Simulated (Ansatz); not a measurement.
ZrO2:
```cif
data_O8Zr4
_chemical_formula_sum 'Zr4 O8'
_space_group_name_H-M_alt 'Fm-3m'
_space_group_IT_number 225
_space_group_name_Hall '-F 4 2 3'
_cell_length_a 5.11588
_cell_length_b 5.11588
_cell_length_c 5.11588
_cell_angle_alpha 90.000
_cell_angle_beta 90.000
_cell_angle_gamma 90.000
loop_
_atom_site_label
_atom_site_type_symbol
_atom_site_symmetry_multiplicity
_atom_site_Wyckoff_symbol
_atom_site_fract_x
_atom_site_fract_y
_atom_site_fract_z
_atom_site_occupancy
Zr1 Zr 4 a 0.00000 0.00000 0.00000 1
O1 O 8 c 0.25000 0.25000 0.25000 1
```
(The calculation used a cell of 3 atoms; values per cell refer to that cell.)

Relaxed with PBE.

**Question.** Give the optical modes at the zone centre with their infrared and Raman activity from DFPT, PBE in the plane-wave PAW code Ansatz.

**Answer.** Transverse frequencies, without the LO–TO term; a row sums one degenerate level.

```csv
ω (cm⁻¹),degeneracy,IR ((D/Å)²/amu),Raman (Å⁴/amu),activity,symmetry
220,3,96.50,0,IR,T1u
549,3,0.00,110,Raman,T2g
```

**Question.** How high does the top mode go among those that the LO–TO term moves?

**Answer.** 633 cm⁻¹ for q along x.

This is a known high-temperature phase of the composition, computed here at zero pressure and temperature. The cell was relaxed with PBE under the symmetry of its start. At this level the phase is dynamically unstable (imaginary phonons). No spin polarisation was allowed.

Potentials: the later of the program's two PAW sets.
